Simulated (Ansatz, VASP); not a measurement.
# Rb: VASP beside Ansatz

File INCAR:

```
PREC = Accurate
ENCUT = 520
EDIFF = 1E-7
ISMEAR = -1
SIGMA = 0.1
LREAL = False
LASPH = True
NELM = 60
ALGO = Normal
ISIF = 2
LWAVE = False
LCHARG = True
GGA = RE
LELF = True
LVHAR = True
NBANDS = 10
```

Contents of KPOINTS:

```
regular mesh
0
Gamma
  8 8 8
```

POSCAR

```
Rb
1.0
    4.6948568657      0.0000000000      0.0000000000
    0.0000000000      4.6948568657      0.0000000000
    0.0000000000      0.0000000000      4.6948568657
Rb
1
Direct
    0.0000000000      0.0000000000      0.0000000000
```

Input for Ansatz:

```yaml
crystal:
  lattice:
    - [4.6948568657, 0.0, 0.0]
    - [0.0, 4.6948568657, 0.0]
    - [0.0, 0.0, 4.6948568657]
  atoms:
    - { symbol: Rb, position: [0.0, 0.0, 0.0] }
hamiltonian:
  xc: revpbe
  pseudopotentials:
    kind: paw
    azcp:
      Rb: "pseudopotentials/Rb.paw.azcp"
basis:
  ecutwfc: 420
  fft_grid_basis: typed
kpoints:
  mp_grid: { grid: [8, 8, 8], shift: [0, 0, 0] }
magnetization:
  spin_polarized: false
scf:
  occupations: { method: fermi_dirac, width: 0.1 }
  lower_state_search: "off"
output:
  stress: true
```

Alike in both runs: task single point; functional revPBE; k mesh 8 × 8 × 8; occupations fermi-dirac, width 0.1 eV; no spin polarisation.

|  | VASP | Ansatz |
| --- | --- | --- |
| version | VASP 6.6.1 | Ansatz 0.2.0 |
| potentials or method | VASP PAW PBE potentials, release 64 (Rb_sv) | plane waves (420 eV) with PAW, scalar-relativistic |
| plane-wave cutoff (eV) | 520 | 420 |
| valence electrons in the cell | 9 | 9 |

|  | VASP | Ansatz | Ansatz less VASP |
| --- | --- | --- | --- |
| pressure (GPa) | 0.1 | 0.1 | 0.00 |

The functional is the same, so the differences come from potentials, cutoffs and numerics.

Caveats: the PAW data sets were made with another functional, which shifts forces and pressure a little (VASP).
